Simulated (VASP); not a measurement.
Wanted: the native input for a VASP 6.6.1 run.

```
Task                   : single point
Functional             : BLYP
Potentials or basis    : VASP PAW PBE potentials, release 64 (Ta_pv)
Cutoff                 : 520 eV
k mesh                 : 13 × 13 × 13
Occupations            : fermi-dirac, width 0.1 eV
Spin                   : no spin polarisation
Dipole correction      : no
Further INCAR settings : ALGO = Normal; EDIFF = 1e-06; NBANDS = 12
```

The structure of Ta lies in POSCAR:

```
Ta
1.0
    2.7406786910      0.0000000000      0.0000000000
    0.0000000000      2.7406786910      0.0000000000
    0.0000000000      0.0000000000      2.7406786910
Ta
1
Direct
    0.0000000000      0.0000000000      0.0000000000
```

This isn't the form of Ta at room conditions, which is bcc.

One way to write it, as run:

INCAR

```
SYSTEM = Ta
  PREC = Accurate
  ENCUT = 520
  EDIFF = 1E-6
  ISMEAR = -1
  SIGMA = 0.1
  LREAL = .FALSE.
  LASPH = .TRUE.
  NELM = 100
  ALGO = Normal
  ISIF = 2
  LWAVE = .FALSE.
  LCHARG = .FALSE.
  GGA = B5
  ALDAX = 1.0
  AGGAX = 1.0
  AGGAC = 1.0
  ALDAC = 0.0
  NBANDS = 12
```

KPOINTS

```
regular mesh
0
G
  13 13 13
  0 0 0
```

Potentials or basis: VASP PAW PBE potentials, release 64 (Ta_pv).

The run is started by

```console
$ cat potpaw_PBE.64/Ta_pv/POTCAR > POTCAR
$ mpirun -np 1 vasp_std > vasp.out
```

Results of the run:

```yaml
Pressure: 6.5 GPa
Band_gap_on_the_k_mesh: none (metal or under the smearing width)
```

Caveat: the PAW data sets were made with another functional, which shifts forces and pressure a little.

Wall time 23 s on 1 thread of AMD EPYC 7R13 Processor (Zen 3) (shared host), peak memory 0.1 GiB.
